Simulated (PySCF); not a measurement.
A species of formula C3H6O has this rotational fingerprint, computed with CAM-B3LYP/def2-SVPD in PySCF (dipole) on a GFN2-xTB geometry, gas phase:

```
Rotational constants : A = 12198, B = 12010, C = 6839 MHz
Dipole components    : |μa| = 2.05 D, |μb| = 0.00 D, |μc| = 0.00 D
Inertial defect      : -9.61 u·Å²
κ                    : 0.93
```

Question: Which candidate fits, each taken in the one conformer that was computed?
A. `[CH3:1][CH2:2][CH:3]=[O:4]` with C1–C2–C3–O4 0°
B. `C1COC1` (oxetane)
C. `[CH2:1]=[CH:2][CH2:3][OH:4]` with C1–C2–C3–O4 133°, C2–C3–O4–H -58°

Answer: B. It is C1COC1, a near-oblate asymmetric top, point group C2v. The candidates at the same level (rigid rotor, commonest isotopes):

```json
{"SMILES": "CCC=O", "A (MHz)": "16836", "B (MHz)": "5956", "C (MHz)": "4652", "μa (D)": "1.81", "μb (D)": "2.20", "μc (D)": "0.00", "Δ (u·Å²)": "-6.23", "point group": "Cs", "rotor": "asymmetric top"}
{"SMILES": "C1COC1", "A (MHz)": "12198", "B (MHz)": "12010", "C (MHz)": "6839", "μa (D)": "2.05", "μb (D)": "0.00", "μc (D)": "0.00", "Δ (u·Å²)": "-9.61", "point group": "C2v", "rotor": "near-oblate asymmetric top"}
{"SMILES": "C=CCO", "A (MHz)": "28031", "B (MHz)": "4299", "C (MHz)": "4137", "μa (D)": "1.44", "μb (D)": "0.08", "μc (D)": "0.78", "Δ (u·Å²)": "-13.42", "point group": "C1", "rotor": "near-prolate asymmetric top"}
```

`C=CCO` has A 130 % too high; `CCC=O` has B 50 % too low. In the right answer the symmetry axis of this C2v structure is a, so μb and μc vanish by symmetry. No structure here is proved a minimum.
